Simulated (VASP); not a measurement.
# CoO (Fm-3m) in VASP: settings compared

One crystal, CoO, is run at these levels: BLYP+D3, PBE+D3(BJ), PBE; tasks: single point, relaxation of cell and atoms.

Everything below comes from runs of VASP 6.6.1. Logs are shortened: lines on timing, memory, paths and dates and some standing lists are left out, and cuts for length are marked.

## Step 1: The structure

It takes space group Fm-3m (No. 225, cubic). Conventional cell: a = 4.263 Å, b = 4.263 Å, c = 4.263 Å, α = 90.00°, β = 90.00°, γ = 90.00°. Co (site symmetry m-3m) is surrounded by 6 O at 2.13 Å. O (site symmetry m-3m) has 6 Co at 2.13 Å as nearest neighbours.

## Step 2: Single point, BLYP+D3, collinear spin, random start

File INCAR:

```
SYSTEM = CoO
PREC = Accurate
ENCUT = 520
EDIFF = 1E-7
ISMEAR = -1
SIGMA = 0.05
LREAL = .False.
LASPH = .True.
NELM = 150
ALGO = Fast
ISIF = 2
LWAVE = .False.
LCHARG = .False.
ISPIN = 2
MAGMOM = -0.87 0
LORBIT = 11
LMAXMIX = 4
GGA = B5
ALDAX = 1.0
AGGAX = 1.0
AGGAC = 1.0
ALDAC = 0.0
IVDW = 11
VDW_S6 = 1.0
VDW_S8 = 1.682
VDW_SR = 1.094
VDW_SR8 = 1.0
```

File KPOINTS:

```
Automatic mesh
0
Gamma
  11 11 11
  0 0 0
```

File POSCAR:

```
CoO
3.0144
    0.000000000000      0.707105891720      0.707105891720
    0.707105891720      0.000000000000      0.707105891720
    0.707105891720      0.707105891720      0.000000000000
Co O
1 1
Direct
    0.0000000000      0.0000000000      0.0000000000
    0.5000000000      0.5000000000      0.5000000000
```

Potentials or basis: VASP PAW PBE potentials, release 64 (Co, O).

Launch:

```sh
cat potpaw_PBE.64/Co/POTCAR potpaw_PBE.64/O/POTCAR > POTCAR
mpirun -np 1 vasp_std > vasp.out
```

OUTCAR:

```text
SYSTEM = CoO
   PREC = Accurate
   ENCUT = 520
   EDIFF = 1E-7
   ISMEAR = -1
   LREAL = .False.
   LASPH = .True.
   NELM = 150
   ISIF = 2
   ISPIN = 2
   LORBIT = 11
   GGA = B5
   IVDW = 11
 IVDW          = 11

 ion  position               nearest neighbor table
   1  0.000  0.000  0.000-   2 2.13   2 2.13   2 2.13   2 2.13   2 2.13   2 2.13
   2  0.500  0.500  0.500-   1 2.13   1 2.13   1 2.13   1 2.13   1 2.13   1 2.13

  LATTYP: Found a face centered cubic cell.
 ALAT       =     4.2630000000

  Lattice vectors:

 A1 = (   0.0000000000,   2.1315000000,   2.1315000000)
 A2 = (   2.1315000000,   0.0000000000,   2.1315000000)
 A3 = (   2.1315000000,   2.1315000000,   0.0000000000)

Analysis of symmetry for initial positions (statically):
=====================================================================
 Subroutine PRICEL returns:
 Original cell was already a primitive cell.

 Routine SETGRP: Setting up the symmetry group for a
 face centered cubic supercell.

 Subroutine GETGRP returns: Found 48 space group operations
 (whereof 48 operations were pure point group operations)
 out of a pool of 48 trial point group operations.

The static configuration has the point symmetry O_h .

Analysis of symmetry for dynamics (positions and initial velocities):
=====================================================================
 Subroutine PRICEL returns:
 Original cell was already a primitive cell.

 Routine SETGRP: Setting up the symmetry group for a
 face centered cubic supercell.

 Subroutine GETGRP returns: Found 48 space group operations
 (whereof 48 operations were pure point group operations)
 out of a pool of 48 trial point group operations.

The dynamic configuration has the point symmetry O_h .

Analysis of structural, dynamic, and magnetic symmetry:
=====================================================================
 Subroutine PRICEL returns:
 Original cell was already a primitive cell.

 Routine SETGRP: Setting up the symmetry group for a
 face centered cubic supercell.

 Subroutine GETGRP returns: Found 48 space group operations
 (whereof 48 operations were pure point group operations)
 out of a pool of 48 trial point group operations.

The overall configuration has the point symmetry O_h .

 Subroutine INISYM returns: Found 48 space group operations
 (whereof 48 operations are pure point group operations),
 and found     1 'primitive' translations

----------------------------------------------------------------------------------------

                                     Primitive cell

  volume of cell :      19.3681

  direct lattice vectors                    reciprocal lattice vectors
     0.000000000  2.131500000  2.131500000    -0.234576589  0.234576589  0.234576589
     2.131500000  0.000000000  2.131500000     0.234576589 -0.234576589  0.234576589
     2.131500000  2.131500000  0.000000000     0.234576589  0.234576589 -0.234576589

  length of vectors
     3.014396208  3.014396208  3.014396208     0.406298571  0.406298571  0.406298571

  position of ions in fractional coordinates (direct lattice)
     0.000000000  0.000000000  0.000000000
     0.500000000  0.500000000  0.500000000

  ion indices of the primitive-cell ions
   primitive index   ion index
                 1           1
                 2           2

----------------------------------------------------------------------------------------

 KPOINTS: Automatic mesh

Automatic generation of k-mesh.
 Grid dimensions read from file:
 generate k-points for:   11   11   11

 Generating k-lattice:

  Cartesian coordinates                     Fractional coordinates (reciprocal lattice)
    -0.021325144  0.021325144  0.021325144     0.090909091  0.000000000  0.000000000
     0.021325144 -0.021325144  0.021325144     0.000000000  0.090909091  0.000000000
     0.021325144  0.021325144 -0.021325144     0.000000000  0.000000000  0.090909091

  Length of vectors
     0.036936234  0.036936234  0.036936234

  Shift w.r.t. Gamma in fractional coordinates (k-lattice)
     0.000000000  0.000000000  0.000000000

 Subroutine IBZKPT returns following result:
 ===========================================

 Found     56 irreducible k-points:

 Following reciprocal coordinates:
            Coordinates               Weight
  0.000000  0.000000  0.000000      1.000000
  0.090909  0.000000  0.000000      8.000000
[... 33 lines left out ...]
   ISTART =      0    job   : 0-new  1-cont  2-samecut
   ICHARG =      2    charge: 1-file 2-atom 10-const
   ISPIN  =      2    spin polarized calculation?
   LNONCOLLINEAR =      F non collinear calculations
   LSORBIT =      F    spin-orbit coupling
   LASPH  =      T    aspherical Exc in radial PAW
   ENCUT  =  520.0 eV  38.22 Ry    6.18 a.u.   5.60  5.60  5.60*2*pi/ulx,y,z
   NELM   =    150;   NELMIN=  2; NELMDL= -5     # of ELM steps
   EDIFF  = 0.1E-06   stopping-criterion for ELM
   LREAL  =      F    real-space projection
   EDIFFG = 0.1E-05   stopping-criterion for IOM
   NSW    =      0    number of steps for IOM
   IBRION =     -1    ionic relax: 0-MD 1-quasi-New 2-CG
   NFREE  =      0    steps in history (QN), initial steepest desc. (CG)
   ISIF   =      2    stress and relaxation
   ISYM   =      2    0-nonsym 1-usesym 2-fastsym
   POTIM  = 0.5000    time-step for ionic-motion
   TEBEG  =    0.0;   TEEND  =   0.0 temperature during run
   PSTRESS=    0.0 pullay stress
   NELECT =      15.0000    total number of electrons
   NUPDOWN=      -1.0000    fix difference up-down
   EMIN   =  10.00;   EMAX   =-10.00  energy-range for DOS
   EFERMI =   0.00;   METHOD = LEGACY
   ISMEAR =    -1;   SIGMA  =   0.05  broadening in eV -4-tet -1-fermi 0-gaus
   EFERMI_NEDOS =   21; number of points for ismear=-14 and -15
   IALGO  =     68    algorithm
   IMIX   =      4    mixing-type and parameters
     AMIX     =   0.40;   BMIX     =  1.00
     AMIX_MAG =   1.60;   BMIX_MAG =  1.00
  volume/ion in A,a.u.               =       9.68        65.35
  Fermi-wavevector in a.u.,A,eV,Ry     =   1.503407  2.841027 30.752334  2.260233
  Thomas-Fermi vector in A             =   2.614521
   LORBIT       =     11    0 simple, 1 ext, 2 COOP (PROOUT), +10 PAW based schemes
   GGA     = B5    functional components
   LHFCALC =     F    Hartree Fock is set to
   AEXX    =    0.0000 exact exchange contribution
   IVDW    =    11    specifies the selected vdW correction
   LEPSILON=     F    determine dielectric tensor
   LRPA    =     F    only Hartree local field effects (RPA)
 spin polarized calculation
 RMM-DIIS sequential band-by-band and
  energy-cutoff  :      520.00
  volume of cell :       19.37
 maximum number of plane-waves:       534
   NGX = 11   NGY = 11   NGZ = 11

 number of electron      15.0000007 magnetization      -2.7740127

 Free energy of the ion-electron system (eV)
  ---------------------------------------------------
  ext. energy  EPLUGINS =         0.00000000
  ---------------------------------------------------
  free energy    TOTEN  =       -12.11788771 eV

  energy without entropy =      -12.07981034  energy(sigma->0) =      -12.09884903

 E-fermi :   8.1657     XC(G=0): -11.8152

 val. band max:        8.1649609206   @ k =  -0.1818   0.2727   0.0909
 cond. band min:       8.1677433417   @ k =  -0.3636   0.4545   0.0909
 fundamental gap:      0.0027824210
 Fermi energy:         8.1656859792

 spin component 1

 k-point     1 :       0.0000    0.0000    0.0000
  band No.  band energies     occupation
      1     -11.3901      1.00000
      2       5.5975      1.00000
      3       5.5975      1.00000
      4       5.5975      1.00000
      5       7.0830      1.00000
      6       7.0831      1.00000
      7       7.0832      1.00000
      8       8.2583      0.13559
      9       8.2585      0.13522
     10       9.9918      0.00000
     11      25.7330      0.00000
[... 310 lines left out ...]
  band No.  band energies     occupation
      1     -10.6435      1.00000
      2       2.3848      1.00000
      3       4.0399      1.00000
      4       4.0765      1.00000
      5       7.4723      1.00000
      6       7.9052      0.99457
      7       8.0164      0.95188
      8       8.8377      0.00000
      9      10.4655      0.00000
     10      13.6545      0.00000
     11      20.6168      0.00000

 [... further k-points ...]

 spin component 2

 k-point     1 :       0.0000    0.0000    0.0000
  band No.  band energies     occupation
      1     -11.8434      1.00000
      2       5.0929      1.00000
      3       5.0929      1.00000
      4       5.0929      1.00000
      5       5.1416      1.00000
      6       5.1416      1.00000
      7       5.2818      1.00000
      8       5.2818      1.00000
      9       5.2818      1.00000
     10       9.5062      0.00000
     11      25.7746      0.00000
[... 310 lines left out ...]
  band No.  band energies     occupation
      1     -11.1206      1.00000
      2       1.7200      1.00000
      3       2.7427      1.00000
      4       3.3556      1.00000
      5       5.6037      1.00000
      6       5.6577      1.00000
      7       6.3536      1.00000
      8       6.3699      1.00000
      9       8.0156      0.95268
     10      13.0928      0.00000
     11      20.1783      0.00000

 [... further k-points ...]

------------------------ aborting loop because EDIFF is reached ----------------------------------------

 Edisp (eV)   -0.68346

 E8    (eV) :    -0.4345

  FORCE on cell =-STRESS in cart. coord.  units (eV):
  Direction    XX          YY          ZZ          XY          YZ          ZX
  --------------------------------------------------------------------------------------
  -------------------------------------------------------------------------------------
  Total      -0.30106    -0.30106    -0.30106    -0.00000    -0.00000    -0.00000
  in kB     -24.90409   -24.90409   -24.90409    -0.00000    -0.00000    -0.00000
  external pressure =      -24.90 kB  Pullay stress =        0.00 kB

 VOLUME and BASIS-vectors are now :
 -----------------------------------------------------------------------------
  energy-cutoff  :      520.00
  volume of cell :       19.37
      direct lattice vectors                 reciprocal lattice vectors
     0.000000000  2.131500000  2.131500000    -0.234576589  0.234576589  0.234576589
     2.131500000  0.000000000  2.131500000     0.234576589 -0.234576589  0.234576589
     2.131500000  2.131500000  0.000000000     0.234576589  0.234576589 -0.234576589

 POSITION                                       TOTAL-FORCE (eV/Angst)
 -----------------------------------------------------------------------------------
      0.00000      0.00000      0.00000         0.000000      0.000000      0.000000
      2.13150      2.13150      2.13150        -0.000000      0.000000      0.000000
 -----------------------------------------------------------------------------------
    total drift:                                0.000000     -0.000000     -0.000000

  FREE ENERGIE OF THE ION-ELECTRON SYSTEM (eV)
  ---------------------------------------------------
  free  energy   TOTEN  =       -12.8013460016 eV

  energy  without entropy=      -12.7632686242  energy(sigma->0) =      -12.78230731

 total charge

# of ion       s       p       d       tot
------------------------------------------
    1        0.286   0.345   7.180   7.811
    2        1.550   3.440   0.000   4.990
--------------------------------------------------
tot          1.836   3.785   7.180  12.801

 magnetization (x)

# of ion       s       p       d       tot
------------------------------------------
    1       -0.018  -0.016  -2.418  -2.452
    2       -0.028  -0.244   0.000  -0.272
--------------------------------------------------
tot         -0.047  -0.259  -2.418  -2.724
```

Wall time 54 s (1 thread of Intel Xeon Platinum 8488C (Sapphire Rapids), shared host); peak memory 0.17 GiB.

Results:

| Item | Value |
| --- | --- |
| Free energy | -12.8013 eV |
| Pressure | -2.5 GPa |
| Band gap on the k mesh | none (metal or under the smearing width) |
| Net moment | -2.77 μB per cell |
| Site moments | Co -2.45; O -0.27 μB |
| Valence electrons inside the program's atomic spheres | Co 7.81; O 4.99 |
| Dispersion energy per atom | -0.342 eV |

Caveat: the PAW data sets were made with another functional, which shifts forces and pressure a little; a cell with one magnetic atom can't hold antiferromagnetic order, which such compounds often take; semilocal functionals often make such compounds metallic where correlation or magnetic order opens a gap, which also shifts bond lengths; pairwise dispersion overbinds metals, which lowers pressure and volume. With open d or f shells a metallic result of BLYP can be an artefact of self-interaction; +U or a hybrid may open a gap.

## Step 3: Relaxation of cell and atoms, PBE+D3(BJ), collinear spin, ferromagnetic start

File INCAR:

```
ALGO = Fast
EDIFF = 1E-6
EDIFFG = -0.01
ENCUT = 600
GGA = PE
IBRION = 2
ISIF = 3
ISMEAR = -1
ISPIN = 2
IVDW = 12
LASPH = T
LCHARG = F
LMAXMIX = 4
LORBIT = 11
LREAL = F
LWAVE = F
MAGMOM = 2 0
NELM = 100
NSW = 40
PREC = Accurate
SIGMA = 0.05
```

File KPOINTS:

```
k-points
0
Gamma
  10 10 10
```

File POSCAR:

```
CoO
1.0
    0.0000000000      2.1315000000      2.1315000000
    2.1315000000      0.0000000000      2.1315000000
    2.1315000000      2.1315000000      0.0000000000
Co O
1 1
Direct
    0.0000000000      0.0000000000      0.0000000000
    0.5000000000      0.5000000000      0.5000000000
```

Potentials or basis: VASP PAW PBE potentials, release 64 (Co, O).

Launch:

```sh
cat potpaw_PBE.64/Co/POTCAR potpaw_PBE.64/O/POTCAR > POTCAR
mpirun -np 1 vasp_std > vasp.out
```

It took 94 s on 1 thread of Intel Xeon Platinum 8375C at 2.90GHz (Ice Lake), shared host; peak memory 0.18 GiB.

It converged, with:

```yaml
Free_energy: -13.5210 eV
Relaxed_volume: 9.31 Å³/atom
Relaxed_cell: a = 2.975 Å, b = 2.975 Å, c = 2.975 Å, α = 60.00°, β = 60.00°, γ = 60.00°
Space_group_after_relaxing_to_0.05_Å: Fm-3m (No. 225)
Energy_gained_by_relaxing: -29.3 meV/atom
Ionic_steps: 4
Pressure_after_relaxing: 0.0 GPa
Band_gap_on_the_k_mesh: none (metal or under the smearing width)
Net_moment: 2.81 μB per cell
Site_moments: Co +2.49; O +0.27 μB
Valence_electrons_inside_the_program's_atomic_spheres: Co 7.86; O 4.99
Dispersion_energy_per_atom: -0.230 eV
```

The path:
```
step  energy change (eV)  largest force (eV/Å)  pressure (GPa)  volume (Å³)
   1              0.0000                0.0000           -6.82        19.37
   2              0.0631                0.0000            3.59        18.24
   3              0.0587                0.0000            0.20        18.61
   4              0.0586                0.0000           -0.01        18.63
```

Final structure:
```
Co O
1.0
     0.00000    2.10397    2.10397
     2.10397    0.00000    2.10397
     2.10397    2.10397    0.00000
Co O
1 1
Direct
  0.00000 0.00000 0.00000
  0.50000 0.50000 0.50000
```

Levels at points of the mesh, in eV from the Fermi level:
Spin up:
| k point | band 6 | band 7 | band 8 | band 9 | band 10 | band 11 | band 12 |
| --- | --- | --- | --- | --- | --- | --- | --- |
| (0.00, 0.00, 0.00) | -3.24 | -3.07 | -3.07 | -3.07 | 1.20 | 16.98 | 18.44 |
| (0.50, 0.00, 0.00) | -2.29 | -1.73 | 0.22 | 0.22 | 5.16 | 9.69 | 13.70 |
| (0.50, 0.50, 0.00) | -2.87 | -2.30 | -1.99 | -1.99 | 6.14 | 10.06 | 11.87 |
Spin down:
| k point | band 3 | band 4 | band 5 | band 6 | band 7 | band 8 | band 9 | band 10 |
| --- | --- | --- | --- | --- | --- | --- | --- | --- |
| (0.00, 0.00, 0.00) | -2.76 | -2.76 | -1.18 | -1.18 | -1.18 | 0.01 | 0.01 | 1.72 |
| (0.50, 0.00, 0.00) | -4.90 | -4.90 | -0.14 | -0.14 | 0.18 | 2.78 | 2.78 | 5.43 |
| (0.50, 0.50, 0.00) | -4.05 | -4.05 | -2.37 | 0.13 | 0.13 | 0.51 | 1.04 | 6.97 |

Caveat: a cell with one magnetic atom can't hold antiferromagnetic order, which such compounds often take; semilocal functionals often make such compounds metallic where correlation or magnetic order opens a gap, which also shifts bond lengths; pairwise dispersion overbinds metals, which lowers pressure and volume. With open d or f shells a metallic result of PBE can be an artefact of self-interaction; +U or a hybrid may open a gap.

## Step 4: Single point, PBE, collinear spin, ferromagnetic start

File INCAR:

```
  PREC = Accurate
  ENCUT = 520
  EDIFF = 1E-6
  ISMEAR = 0
  SIGMA = 0.02
  LREAL = F
  LASPH = T
  NELM = 100
  ALGO = Normal
  ISIF = 2
  LWAVE = F
  LCHARG = F
  ISPIN = 2
  MAGMOM = 2 0
  LORBIT = 11
  LMAXMIX = 4
  GGA = PE
  NBANDS = 18
```

File KPOINTS:

```
regular mesh
0
Gamma
  11 11 11
```

POSCAR is that of step 3.

Potentials or basis: VASP PAW PBE potentials, release 54 (Co, O).

Launch:

```sh
cat potpaw_PBE.54/Co/POTCAR potpaw_PBE.54/O/POTCAR > POTCAR
mpirun -np 1 vasp_std > vasp.out
```

It took 37 s on 1 thread of Intel Xeon Platinum 8488C (Sapphire Rapids), shared host; peak memory 0.17 GiB.

Results (log left out):

```
Free energy                                           : -13.0456 eV
Pressure                                              : -2.4 GPa
Band gap on the k mesh                                : none (metal or under the smearing width)
Net moment                                            : 2.93 μB per cell
Site moments                                          : Co +2.57; O +0.31 μB
Valence electrons inside the program's atomic spheres : Co 7.79; O 4.98
```

Levels at points of the mesh, in eV from the Fermi level:
Spin up:
```csv
k point,band 5,band 6,band 7,band 8,band 9,band 10,band 11,band 12,band 13,band 14
"(0.00, 0.00, 0.00)",-3.12,-3.12,-3.09,-3.09,-3.09,0.98,16.84,18.11,18.11,18.11
```
Spin down:
| k point | band 3 | band 4 | band 5 | band 6 | band 7 | band 8 | band 9 | band 10 |
| --- | --- | --- | --- | --- | --- | --- | --- | --- |
| (0.00, 0.00, 0.00) | -2.55 | -2.55 | -1.11 | -1.10 | -1.10 | 0.05 | 0.05 | 1.52 |

Caveat: a cell with one magnetic atom can't hold antiferromagnetic order, which such compounds often take; semilocal functionals often make such compounds metallic where correlation or magnetic order opens a gap, which also shifts bond lengths.

## Step 5: For comparison

An earlier run on the cell as given: functional PBE; potentials or basis VASP PAW PBE potentials, release 64 (Co, O); cutoff 520 eV; k mesh 11 × 11 × 11; occupations fermi-dirac, width 0.05 eV; collinear spin, ferromagnetic start; starting moments [2.0, 0.0] μB.

* Pressure: -2.4 GPa
* Band gap on the k mesh: none (metal or under the smearing width)
* Net moment: 2.90 μB per cell
* Site moments: Co +2.55; O +0.29 μB
* Valence electrons inside the program's atomic spheres: Co 7.79; O 4.98

## Step 6: The runs side by side

| task | level | potentials or basis | spin | cell | k mesh | cutoff (eV) | smearing | ladder | gap on the mesh (eV) | pressure (GPa) | moment (μB) |
| --- | --- | --- | --- | --- | --- | --- | --- | --- | --- | --- | --- |
| single point | BLYP+D3 | VASP PAW PBE potentials, release 64 (Co, O) | collinear, random start | as given | 11 × 11 × 11 | 520 | fermi-dirac 0.05 eV | - | none | -2.5 | 2.77 |
| relaxation of cell and atoms | PBE+D3(BJ) | VASP PAW PBE potentials, release 64 (Co, O) | collinear, ferromagnetic start | relaxed | 10 × 10 × 10 | 600 | fermi-dirac 0.05 eV | gaps | none | 0.0 | 2.81 |
| single point | PBE | VASP PAW PBE potentials, release 54 (Co, O) | collinear, ferromagnetic start | as given | 11 × 11 × 11 | 520 | gaussian 0.02 eV | - | none | -2.4 | 2.93 |
| single point | PBE | VASP PAW PBE potentials, release 64 (Co, O) | collinear, ferromagnetic start | as given | 11 × 11 × 11 | 520 | fermi-dirac 0.05 eV | - | none | -2.4 | 2.90 |

Caveats: a cell with one magnetic atom can't hold antiferromagnetic order, which such compounds often take; semilocal functionals often make such compounds metallic where correlation or magnetic order opens a gap, which also shifts bond lengths; pairwise dispersion overbinds metals, which lowers pressure and volume (some runs); the PAW data sets were made with another functional, which shifts forces and pressure a little (some runs).

Absolute energies hang on the potentials; compare differences alone.
